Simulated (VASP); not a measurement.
# 2H-MoTe2 monolayer under biaxial strain, part 6 of 7

How do the gap and the band positions of 2H-MoTe2 monolayer follow biaxial strain?

VASP 6.6.1, plane waves and PAW; the level of theory is named at each step.

So far. Step 13 (Strained, atoms relaxed, biaxial strain 0): The start already met the threshold, so nothing moved, which says little where the restoring forces are soft.

## (15) Strained, atoms relaxed, biaxial strain 0.01

This step: PBE with D3(BJ), no spin polarisation; plane waves and PAW (Mo, Te) (VASP 6.6.1).

Input file INCAR:

```
SYSTEM = Te2Mo
PREC = Normal
ENCUT = 350
EDIFF = 1E-06
NELM = 120
ISMEAR = 0
SIGMA = 0.03
LREAL = .FALSE.
ALGO = Fast
GGA = PE
IVDW = 12
NBANDS = 15
LASPH = .TRUE.
LORBIT = 11
LWAVE = .FALSE.
LCHARG = .FALSE.
KPAR = 4
IBRION = 2
NSW = 30
ISIF = 2
EDIFFG = -0.015
POTIM = 0.4
MAXMIX = 40
IDIPOL = 3
LDIPOL = .TRUE.
DIPOL = 0.5 0.5 0.5
```

Input file POSCAR:

```
Te2Mo
1.0
    3.5323070639      0.0000000000      0.0000000000
   -1.7661535319      3.0590676512      0.0000000000
    0.0000000000      0.0000000000     22.0000000000
Mo Te
1 2
Direct
    0.3333333333      0.6666666667      0.5000000000
    0.6666666667      0.3333333333      0.4174975803
    0.6666666667      0.3333333333      0.5825024197
```

Input file KPOINTS:

```
Automatic mesh
0
Gamma
12 12 1
0 0 0
```

The projector-augmented-wave data sets are Mo and Te (PBE family, release 64).

Command:

```console
$ mpirun -np 4 vasp_std
```

The log of the run:

```text
[... set-up lines as in an earlier step ...]
 entering main loop
       N       E                     dE             d eps       ncg     rms          rms(c)
DAV:   1     0.944043529722E+02    0.94404E+02   -0.46883E+03   570   0.632E+02
DAV:   2    -0.980072217762E+01   -0.10421E+03   -0.97541E+02   954   0.135E+02
DAV:   3    -0.185435442853E+02   -0.87428E+01   -0.86559E+01   766   0.470E+01
DAV:   4    -0.187438629397E+02   -0.20032E+00   -0.20000E+00   793   0.895E+00
[...]
RMM:  18    -0.180302362156E+02   -0.17129E-04   -0.12178E-06   410   0.456E-03    0.864E-04
RMM:  19    -0.180302377513E+02   -0.15357E-05   -0.30026E-07   360   0.251E-03    0.408E-04
RMM:  20    -0.180302385967E+02   -0.84539E-06   -0.11502E-07   281   0.171E-03
   1 F= -.19214444E+02 E0= -.19214444E+02  d E =-.192144E+02
[...]
N       E                     dE             d eps       ncg     rms          rms(c)
DAV:   1    -0.180300890014E+02    0.14875E-03   -0.42465E-02   738   0.108E+00    0.142E-01
[...]
RMM:   5    -0.180301857853E+02   -0.13639E-04   -0.10328E-05   564   0.233E-02    0.690E-03
RMM:   6    -0.180301830814E+02    0.27039E-05   -0.27842E-06   434   0.112E-02    0.532E-03
RMM:   7    -0.180301851519E+02   -0.20705E-05   -0.84924E-07   372   0.589E-03    0.322E-03
RMM:   8    -0.180301841976E+02    0.95432E-06   -0.36381E-07   360   0.390E-03
   2 F= -.19216273E+02 E0= -.19216273E+02  d E =-.182953E-02
 trial-energy change:   -0.001830  1 .order   -0.001811   -0.002455   -0.001166
 step:   1.7826(harm=  1.9052)  dis= 0.01227  next Energy=   -19.216739 (dE=-0.229E-02)
[...]
N       E                     dE             d eps       ncg     rms          rms(c)
DAV:   1    -0.180291845085E+02    0.10006E-02   -0.26105E-02   633   0.848E-01    0.113E-01
RMM:   2    -0.180292246088E+02   -0.40100E-04   -0.89508E-04   570   0.190E-01    0.110E-02
RMM:   3    -0.180292360054E+02   -0.11397E-04   -0.10439E-04   570   0.724E-02    0.450E-03
RMM:   4    -0.180292409143E+02   -0.49089E-05   -0.30379E-05   599   0.360E-02    0.260E-03
RMM:   5    -0.180292414354E+02   -0.52113E-06   -0.40062E-06   470   0.144E-02
   3 F= -.19216805E+02 E0= -.19216805E+02  d E =-.236129E-02
[...]
reached required accuracy - stopping structural energy minimisation
```

The job ended after 9 s (4 MPI ranks of Intel Xeon 6975P-C (Granite Rapids), shared host; peak memory 0.8 GiB).

From OUTCAR (step 15):

```text
 Edisp (eV)   -1.18609

 Edisp (eV)   -1.18756

  Total      -0.73206    -0.73206    -0.10224    -0.00000     0.00000    -0.00000
  in kB      -4.93386    -4.93386    -0.68905    -0.00000     0.00000    -0.00000
  external pressure =       -3.52 kB  Pullay stress =        0.00 kB

 POSITION                                       TOTAL-FORCE (eV/Angst)
 -----------------------------------------------------------------------------------
     -0.00000      2.03938     11.00000         0.000000     -0.000000      0.000000
      1.76615      1.01969      9.19722        -0.000000     -0.000000      0.009459
      1.76615      1.01969     12.80278         0.000000      0.000000     -0.009459
 -----------------------------------------------------------------------------------
    total drift:                               -0.000000      0.000000      0.000000

  FREE ENERGIE OF THE ION-ELECTRON SYSTEM (eV)
  ---------------------------------------------------
  free  energy   TOTEN  =       -19.2168049575 eV

  energy  without entropy=      -19.2168049575  energy(sigma->0) =      -19.21680496

[... 2 parts as in an earlier step ...]

[... 2 further parts left out ...]
[key lines of the parts left out:]
E-fermi :  -1.0553
```

The run ended after 3 ionic steps, 0.002 eV below its first step, once the forces on the free atoms met EDIFFG = -0.015.

## (16) Strained, levels with spin-orbit coupling, biaxial strain 0.01

This step: PBE with D3(BJ), spin-orbit coupling, no spin polarisation; plane waves and PAW (Mo, Te) (VASP 6.6.1).

Input file INCAR:

```
SYSTEM = Te2Mo
PREC = Normal
ENCUT = 350
EDIFF = 1E-06
NELM = 120
ISMEAR = 0
SIGMA = 0.03
LREAL = .FALSE.
ALGO = Fast
GGA = PE
IVDW = 12
LNONCOLLINEAR = .TRUE.
MAGMOM = 0 0 0 0 0 0 0 0 0
NBANDS = 30
GGA_COMPAT = .FALSE.
LASPH = .TRUE.
LSORBIT = .TRUE.
LMAXMIX = 4
LWAVE = .FALSE.
LCHARG = .FALSE.
KPAR = 4
IDIPOL = 3
LDIPOL = .TRUE.
DIPOL = 0.5 0.5 0.5
LVHAR = .TRUE.
LVACPOTAV = .TRUE.
```

Input file POSCAR:

```
Te2Mo
1.0
    3.5323070639      0.0000000000      0.0000000000
   -1.7661535319      3.0590676512      0.0000000000
    0.0000000000      0.0000000000     22.0000000000
Mo Te
1 2
Direct
    0.3333333333      0.6666666667      0.5000000000
    0.6666666667      0.3333333333      0.4180552715
    0.6666666667      0.3333333333      0.5819447285
```

KPOINTS is that of step 15.

Input file KPOINTS_OPT:

```
Line mode
14
Line-mode
Reciprocal
  0.00000000   0.00000000   0.00000000 GAMMA
  0.50000000   0.00000000   0.00000000 M

  0.50000000   0.00000000   0.00000000 M
  0.33333333   0.33333333   0.00000000 K

  0.33333333   0.33333333   0.00000000 K
  0.00000000   0.00000000   0.00000000 GAMMA
```

Command:

```console
$ mpirun -np 4 vasp_ncl
```

The log of the run:

```text
[... set-up lines as in an earlier step ...]
 entering main loop
       N       E                     dE             d eps       ncg     rms          rms(c)
DAV:   1     0.987962096388E+02    0.98796E+02   -0.45921E+03  1868   0.633E+02
DAV:   2    -0.713492004943E+01   -0.10593E+03   -0.10001E+03  2784   0.141E+02
DAV:   3    -0.185702698287E+02   -0.11435E+02   -0.11255E+02  2528   0.520E+01
DAV:   4    -0.189395061320E+02   -0.36924E+00   -0.36777E+00  2476   0.112E+01
[...]
RMM:  21    -0.182439795092E+02   -0.24332E-05   -0.15700E-07  1485   0.172E-03    0.605E-04
RMM:  22    -0.182439810010E+02   -0.14918E-05   -0.11721E-07  1450   0.147E-03    0.206E-04
RMM:  23    -0.182439813510E+02   -0.35000E-06   -0.34136E-08   910   0.976E-04
 [... a notice as in an earlier step ...]

   1 F= -.19431545E+02 E0= -.19431545E+02  d E =-.286265E-18  mag=     0.0000    -0.0000     0.0000
 Start KPOINTS_OPT (optional k-point list driver)
k-point batch [1-31\42]
       N       E                     dE             ncg
DAV:   1     0.483868946209E+03   -0.11445E+05     1860
DAV:   2    -0.273761679566E+04   -0.32215E+04     2762
DAV:   3    -0.308508285299E+04   -0.34747E+03     2500
DAV:   4    -0.309651277283E+04   -0.11430E+02     2518
DAV:   5    -0.309672033050E+04   -0.20756E+00     2444
DAV:   6    -0.309672666118E+04   -0.63307E-02     2524
DAV:   7    -0.309672688759E+04   -0.22641E-03     2528
DAV:   8    -0.309672689744E+04   -0.98462E-05     2108
DAV:   9    -0.309672689793E+04   -0.48995E-06     1574
k-point batch [32-42\42]
       N       E                     dE             ncg
DAV:   1     0.104186984104E+05   -0.19331E+04      660
DAV:   2     0.938474516313E+04   -0.10340E+04      934
DAV:   3     0.924451716181E+04   -0.14023E+03      888
DAV:   4     0.923901327333E+04   -0.55039E+01      958
DAV:   5     0.923890111163E+04   -0.11216E+00      872
DAV:   6     0.923889785818E+04   -0.32535E-02      900
DAV:   7     0.923889774864E+04   -0.10953E-03      914
DAV:   8     0.923889774439E+04   -0.42480E-05      808
DAV:   9     0.923889774422E+04   -0.17651E-06      552
```

Elapsed: 46 s, on 4 MPI ranks; peak memory 2.1 GiB; 3 min of CPU time.

OUTCAR, selected parts (step 16):

```text
 Edisp (eV)   -1.18756

  Total      -0.67836    -0.67836    -0.04735    -0.00000     0.00000    -0.00000
  in kB      -4.57192    -4.57192    -0.31913    -0.00000     0.00000    -0.00000
  external pressure =       -3.15 kB  Pullay stress =        0.00 kB

 POSITION                                       TOTAL-FORCE (eV/Angst)
 -----------------------------------------------------------------------------------
     -0.00000      2.03938     11.00000         0.000000     -0.000000      0.000000
      1.76615      1.01969      9.19722        -0.000000      0.000000     -0.005298
      1.76615      1.01969     12.80278        -0.000000      0.000000      0.005298
 -----------------------------------------------------------------------------------
    total drift:                               -0.000000      0.000000      0.000000

  FREE ENERGIE OF THE ION-ELECTRON SYSTEM (eV)
  ---------------------------------------------------
  free  energy   TOTEN  =       -19.4315448730 eV

  energy  without entropy=      -19.4315448730  energy(sigma->0) =      -19.43154487

[... 2 parts as in an earlier step ...]

[... 1 further part left out ...]
[key lines of the parts left out:]
E-fermi :  -0.9009
```

## (17) Strained, atoms relaxed, biaxial strain 0.02

This step: PBE with D3(BJ), no spin polarisation; plane waves and PAW (Mo, Te) (VASP 6.6.1).

Input file INCAR:

```
SYSTEM = Te2Mo
PREC = Normal
ENCUT = 350
EDIFF = 1E-06
NELM = 120
ISMEAR = 0
SIGMA = 0.03
LREAL = .FALSE.
ALGO = Fast
GGA = PE
IVDW = 12
NBANDS = 15
LASPH = .TRUE.
LORBIT = 11
LWAVE = .FALSE.
LCHARG = .FALSE.
KPAR = 4
IBRION = 2
NSW = 30
ISIF = 2
EDIFFG = -0.015
POTIM = 0.4
MAXMIX = 40
IDIPOL = 3
LDIPOL = .TRUE.
DIPOL = 0.5 0.5 0.5
```

Input file POSCAR:

```
Te2Mo
1.0
    3.5672804011      0.0000000000      0.0000000000
   -1.7836402006      3.0893554498      0.0000000000
    0.0000000000      0.0000000000     22.0000000000
Mo Te
1 2
Direct
    0.3333333333      0.6666666667      0.5000000000
    0.6666666667      0.3333333333      0.4174975803
    0.6666666667      0.3333333333      0.5825024197
```

KPOINTS is that of step 16.

Command:

```console
$ mpirun -np 4 vasp_std
```

The log of the run:

```text
[... set-up lines as in an earlier step ...]
 entering main loop
       N       E                     dE             d eps       ncg     rms          rms(c)
DAV:   1     0.954748826173E+02    0.95475E+02   -0.46548E+03   570   0.631E+02
DAV:   2    -0.991273616482E+01   -0.10539E+03   -0.99791E+02   961   0.131E+02
DAV:   3    -0.185513858159E+02   -0.86386E+01   -0.85379E+01   766   0.466E+01
DAV:   4    -0.187590074945E+02   -0.20762E+00   -0.20736E+00   756   0.909E+00
[...]
RMM:  17    -0.180269411125E+02   -0.31149E-04   -0.75671E-06   539   0.134E-02    0.708E-03
RMM:  18    -0.180269733280E+02   -0.32215E-04   -0.56195E-06   510   0.117E-02    0.451E-03
RMM:  19    -0.180269739355E+02   -0.60752E-06   -0.72415E-07   400   0.419E-03
   1 F= -.19187839E+02 E0= -.19187839E+02  d E =-.191878E+02
[...]
N       E                     dE             d eps       ncg     rms          rms(c)
DAV:   1    -0.180300674511E+02   -0.30941E-02   -0.16151E-01   717   0.210E+00    0.273E-01
[...]
RMM:   7    -0.180303684481E+02   -0.24461E-05   -0.32130E-05   572   0.364E-02    0.503E-03
RMM:   8    -0.180303744652E+02   -0.60172E-05   -0.61096E-06   553   0.151E-02    0.648E-03
RMM:   9    -0.180303750118E+02   -0.54654E-06   -0.80286E-07   373   0.668E-03
   2 F= -.19194825E+02 E0= -.19194825E+02  d E =-.698679E-02
 trial-energy change:   -0.006987  1 .order   -0.006940   -0.009320   -0.004561
 step:   1.8639(harm=  1.9583)  dis= 0.02500  next Energy=   -19.196825 (dE=-0.899E-02)
[...]
N       E                     dE             d eps       ncg     rms          rms(c)
DAV:   1    -0.180291689458E+02    0.12055E-02   -0.12017E-01   598   0.181E+00    0.234E-01
RMM:   2    -0.180293551802E+02   -0.18623E-03   -0.44970E-03   570   0.409E-01    0.359E-02
RMM:   3    -0.180294107519E+02   -0.55572E-04   -0.57932E-04   570   0.161E-01    0.279E-02
RMM:   4    -0.180294255022E+02   -0.14750E-04   -0.13903E-04   600   0.800E-02    0.227E-02
RMM:   5    -0.180294267708E+02   -0.12686E-05   -0.25786E-05   605   0.359E-02    0.122E-02
RMM:   6    -0.180294272629E+02   -0.49205E-06   -0.45930E-06   478   0.150E-02
   3 F= -.19196975E+02 E0= -.19196975E+02  d E =-.913682E-02
[...]
reached required accuracy - stopping structural energy minimisation
```

Wall time 9 s (4 MPI ranks); peak memory 0.8 GiB.

OUTCAR, selected parts (step 17):

```text
 Edisp (eV)   -1.16445

 Edisp (eV)   -1.16755

  Total      -1.41816    -1.41816    -0.10285     0.00000     0.00000    -0.00000
  in kB      -9.37145    -9.37145    -0.67966     0.00000     0.00000    -0.00000
  external pressure =       -6.47 kB  Pullay stress =        0.00 kB

 POSITION                                       TOTAL-FORCE (eV/Angst)
 -----------------------------------------------------------------------------------
     -0.00000      2.05957     11.00000         0.000000      0.000000      0.000000
      1.78364      1.02979      9.20994        -0.000000     -0.000000      0.011333
      1.78364      1.02979     12.79006         0.000000      0.000000     -0.011333
 -----------------------------------------------------------------------------------
    total drift:                                0.000001     -0.000000      0.000000

  FREE ENERGIE OF THE ION-ELECTRON SYSTEM (eV)
  ---------------------------------------------------
  free  energy   TOTEN  =       -19.1969754101 eV

  energy  without entropy=      -19.1969754101  energy(sigma->0) =      -19.19697541

[... 2 parts as in an earlier step ...]

[... 2 further parts left out ...]
[key lines of the parts left out:]
E-fermi :  -1.1762
```

The run ended after 3 ionic steps, 0.009 eV below its first step, once the forces on the free atoms met EDIFFG = -0.015.

## (18) Strained, levels with spin-orbit coupling, biaxial strain 0.02

This step: PBE with D3(BJ), spin-orbit coupling, no spin polarisation; plane waves and PAW (Mo, Te) (VASP 6.6.1).

Input file INCAR:

```
SYSTEM = Te2Mo
PREC = Normal
ENCUT = 350
EDIFF = 1E-06
NELM = 120
ISMEAR = 0
SIGMA = 0.03
LREAL = .FALSE.
ALGO = Fast
GGA = PE
IVDW = 12
LNONCOLLINEAR = .TRUE.
MAGMOM = 0 0 0 0 0 0 0 0 0
NBANDS = 30
GGA_COMPAT = .FALSE.
LASPH = .TRUE.
LSORBIT = .TRUE.
LMAXMIX = 4
LWAVE = .FALSE.
LCHARG = .FALSE.
KPAR = 4
IDIPOL = 3
LDIPOL = .TRUE.
DIPOL = 0.5 0.5 0.5
LVHAR = .TRUE.
LVACPOTAV = .TRUE.
```

Input file POSCAR:

```
Te2Mo
1.0
    3.5672804011      0.0000000000      0.0000000000
   -1.7836402006      3.0893554498      0.0000000000
    0.0000000000      0.0000000000     22.0000000000
Mo Te
1 2
Direct
    0.3333333333      0.6666666667      0.5000000000
    0.6666666667      0.3333333333      0.4186337777
    0.6666666667      0.3333333333      0.5813662223
```

KPOINTS is that of step 17.

KPOINTS_OPT is that of step 16.

Command:

```console
$ mpirun -np 4 vasp_ncl
```

The log of the run:

```text
[... set-up lines as in an earlier step ...]
 entering main loop
       N       E                     dE             d eps       ncg     rms          rms(c)
DAV:   1     0.991307800850E+02    0.99131E+02   -0.45781E+03  1868   0.632E+02
DAV:   2    -0.677989916663E+01   -0.10591E+03   -0.99774E+02  2740   0.142E+02
DAV:   3    -0.185796000358E+02   -0.11800E+02   -0.11599E+02  2568   0.523E+01
DAV:   4    -0.189468632061E+02   -0.36726E+00   -0.36550E+00  2492   0.112E+01
[...]
RMM:  21    -0.182448571402E+02   -0.19279E-05   -0.13465E-07  1397   0.166E-03    0.547E-04
RMM:  22    -0.182448584894E+02   -0.13492E-05   -0.11075E-07  1415   0.146E-03    0.173E-04
RMM:  23    -0.182448587363E+02   -0.24685E-06   -0.31844E-08   889   0.975E-04
 [... a notice as in an earlier step ...]

   1 F= -.19412407E+02 E0= -.19412407E+02  d E =-.873929E-20  mag=     0.0000    -0.0000    -0.0000
 Start KPOINTS_OPT (optional k-point list driver)
k-point batch [1-31\42]
       N       E                     dE             ncg
DAV:   1     0.414418952550E+03   -0.11393E+05     1876
DAV:   2    -0.277686176630E+04   -0.31913E+04     2784
DAV:   3    -0.312038589279E+04   -0.34352E+03     2522
DAV:   4    -0.313146583637E+04   -0.11080E+02     2458
DAV:   5    -0.313167584692E+04   -0.21001E+00     2478
DAV:   6    -0.313168244118E+04   -0.65943E-02     2482
DAV:   7    -0.313168267777E+04   -0.23659E-03     2520
DAV:   8    -0.313168268923E+04   -0.11458E-04     2114
DAV:   9    -0.313168268984E+04   -0.61446E-06     1580
k-point batch [32-42\42]
       N       E                     dE             ncg
DAV:   1     0.103074489323E+05   -0.19344E+04      668
DAV:   2     0.928317006619E+04   -0.10243E+04      964
DAV:   3     0.914419655627E+04   -0.13897E+03      860
DAV:   4     0.913920575818E+04   -0.49908E+01      932
DAV:   5     0.913910985234E+04   -0.95906E-01      892
DAV:   6     0.913910679772E+04   -0.30546E-02      908
DAV:   7     0.913910669982E+04   -0.97901E-04      916
DAV:   8     0.913910669591E+04   -0.39099E-05      808
DAV:   9     0.913910669576E+04   -0.14833E-06      562
```

Elapsed: 48 s, on 4 MPI ranks; peak memory 2.2 GiB; 3.1 min of CPU time.

OUTCAR, selected parts (step 18):

```text
 Edisp (eV)   -1.16755

  Total      -1.36052    -1.36052    -0.05328     0.00000     0.00000     0.00000
  in kB      -8.99055    -8.99055    -0.35207     0.00000     0.00000     0.00000
  external pressure =       -6.11 kB  Pullay stress =        0.00 kB

 POSITION                                       TOTAL-FORCE (eV/Angst)
 -----------------------------------------------------------------------------------
     -0.00000      2.05957     11.00000        -0.000000      0.000000      0.000000
      1.78364      1.02979      9.20994         0.000000     -0.000000     -0.002695
      1.78364      1.02979     12.79006         0.000000      0.000000      0.002695
 -----------------------------------------------------------------------------------
    total drift:                               -0.000000      0.000000      0.000000

  FREE ENERGIE OF THE ION-ELECTRON SYSTEM (eV)
  ---------------------------------------------------
  free  energy   TOTEN  =       -19.4124068837 eV

  energy  without entropy=      -19.4124068837  energy(sigma->0) =      -19.41240688

[... 2 parts as in an earlier step ...]

[... 1 further part left out ...]
[key lines of the parts left out:]
E-fermi :  -1.0004
```

[end of part 6 of 7]

[Lines on the potential files, build, host, timing and source positions are cut from VASP's logs without a mark.]

[Logs are printed without paths, hosts, clocks, repeated set-up lines and the standing remarks that a program may print on its own settings, such as how far it seeks lower states.]

[Hosts, paths, dates, database ids (printed as entryN), source tags and the programs' standing remarks are cut or masked in the printed files.]

[Runs that stopped without an error message from VASP are left out.]
